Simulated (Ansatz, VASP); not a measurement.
AlN in VASP and in Ansatz

```
CELL_PARAMETERS angstrom
0.00000 1.98682 1.98682
1.98682 0.00000 1.98682
1.98682 1.98682 0.00000
ATOMIC_POSITIONS crystal
Al 0.00000 0.00000 0.00000
N 0.50000 0.50000 0.50000
```

Alike in both runs: functional PBE; k mesh 16 × 16 × 16; occupations fermi-dirac, width 0.08 eV; no spin polarisation.

Ansatz relaxed the structure, and its values are those at the end. VASP's run is a single point on that final structure, the one shown.

```csv
,VASP,Ansatz
version,VASP 6.6.1,Ansatz 0.2.0
potentials or method,"VASP PAW PBE potentials, release 64 (Al, N), cutoff 520 eV","all-electron LAPW, scalar-relativistic"
```

|  | VASP | Ansatz | Ansatz less VASP |
| --- | --- | --- | --- |
| gap on the k mesh at the Fermi level (eV) | 5.12 | 5.13 | +0.014 |
| pressure (GPa) | 20.7 | 21.0 | +0.30 |

Ansatz ran all-electron here, so the differences hold the error of VASP's frozen core and of both bases.

Caveats: so large a pressure means that the cell lies far from this level's equilibrium, or that cutoff or potentials fall short (VASP). A k mesh can miss the band edges. Expect the measured gap to be larger: semilocal functionals such as PBE lack the derivative discontinuity.
